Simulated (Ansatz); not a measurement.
Space group P6_3/mmc (No. 194). a = 2.473 Å, b = 2.473 Å, c = 4.017 Å, α = 90.00°, β = 90.00°, γ = 120.00°
| atom | site | symmetry | x | y | z |
| --- | --- | --- | --- | --- | --- |
| Co | 2c | -6m2 | 0.3333 | 0.6667 | 0.2500 |

Equation of state of this Co structure (not necessarily the ground state), with shape and atoms relaxed at each volume where symmetry leaves them free. It has no gap at any of these volumes. Computed with DFT r2SCAN, scalar-relativistic, plane waves, PAW in Ansatz 0.2.0.

Cutoff 500 eV; k points 18×18×10 on the computed 2-atom cell (Γ-centred); Gaussian smearing, width 0.10 eV; collinear spin.

```json
{"V (Å³/atom)": "9.997", "E − E(largest V) (meV/atom)": "5.59", "P (GPa)": "16.33"}
{"V (Å³/atom)": "10.316", "E − E(largest V) (meV/atom)": "-17.69", "P (GPa)": "7.39"}
{"V (Å³/atom)": "10.635", "E − E(largest V) (meV/atom)": "-24.64", "P (GPa)": "-0.01"}
{"V (Å³/atom)": "10.954", "E − E(largest V) (meV/atom)": "-18.17", "P (GPa)": "-6.32"}
{"V (Å³/atom)": "11.273", "E − E(largest V) (meV/atom)": "0.00", "P (GPa)": "-11.67"}
```

Q: Fit a third-order Birch–Murnaghan equation to E(V).

A: V0 = 10.63 Å³/atom, B0 = 228 GPa, B0' = 4.6.

The state reached may not be the lowest one.

Cost: 5 runs of about 8 core-minutes in all, on Arm Neoverse V2 (shared hosts).